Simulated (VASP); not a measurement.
A run of VASP 6.6.1 is set up as follows.

POSCAR

```
Pd
1.0
   -1.5722810000      1.5722810000      1.5722810000
    1.5722810000     -1.5722810000      1.5722810000
    1.5722810000      1.5722810000     -1.5722810000
Pd
1
Direct
    0.0000000000      0.0000000000      0.0000000000
```

The input INCAR.step1:

```
ALGO = Normal ; EDIFF = 1E-4
ENCUT = 520 ; GGA = PE
ISMEAR = 0 ; LASPH = T
LCHARG = F ; LREAL = F
LWAVE = T ; NBANDS = 11
NELM = 100 ; PREC = Accurate
SIGMA = 0.1
```

Contents of INCAR.step2:

```
ALGO = Normal ; EDIFF = 1E-6
ENCUT = 520 ; ISIF = 2
ISMEAR = 0 ; ISTART = 1
LASPH = T ; LCHARG = F
LMIXTAU = T ; LREAL = F
LWAVE = F ; METAGGA = R2SCAN
NBANDS = 11 ; NELM = 100
PREC = Accurate ; SIGMA = 0.1
```

KPOINTS

```
k-points
0
Gamma
  8 8 8
```

Potentials or basis: VASP PAW PBE potentials, release 64 (Pd).

Launch:

```bash
$ cat potpaw_PBE.64/Pd/POTCAR > POTCAR
$ cp INCAR.step1 INCAR
$ mpirun -np 1 vasp_std > vasp.out
$ cp INCAR.step2 INCAR
$ mpirun -np 1 vasp_std > vasp.out
```

(1) What does it give for the pressure?

(2) Predict the band gap on the k mesh.

Results:

(1) -4.8 GPa.

(2) none (metal or under the smearing width).

Caveat: the PAW data sets were made with another functional, which shifts forces and pressure a little.
